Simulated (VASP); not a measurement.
A run of VASP 6.6.1 is set up as follows.

Contents of INCAR:

```
PREC = Accurate
ENCUT = 520
EDIFF = 1E-7
ISMEAR = -1
SIGMA = 0.02
LREAL = False
LASPH = True
NELM = 100
ALGO = Normal
ISIF = 2
LWAVE = False
LCHARG = False
GGA = PE
NBANDS = 17
```

Contents of KPOINTS:

```
Automatic mesh
0
Gamma
  6 6 6
```

File POSCAR:

```
TlBr
1.0
    3.9609516189      0.0000000000      0.0000000000
    0.0000000000      3.9949083398      0.0000000000
    0.0000000000      0.0000000000      3.9949083398
Tl Br
1 1
Direct
    0.0000000000      0.0000000000      0.0000000000
    0.5000000000      0.5000000000      0.5000000000
```

Potentials or basis: VASP PAW PBE potentials, release 64 (Tl_d, Br).

Launch:

```sh
$ cat potpaw_PBE.64/Tl_d/POTCAR potpaw_PBE.64/Br/POTCAR > POTCAR
$ mpirun -np 1 vasp_std > vasp.out
```

Q: Estimate the pressure.

A: 1.1 GPa.

Q: Predict the band gap on the k mesh.

A: 1.83 eV, indirect (least direct gap 1.85 eV).

Stress tensor (GPa, compression positive):
```
1.28 0.00 0.00
0.00 1.06 0.00
0.00 0.00 1.06
```

Caveat: spin-orbit coupling is left out, which as a rule narrows the gap of such compounds by several tenths of an eV. A k mesh can miss the band edges.
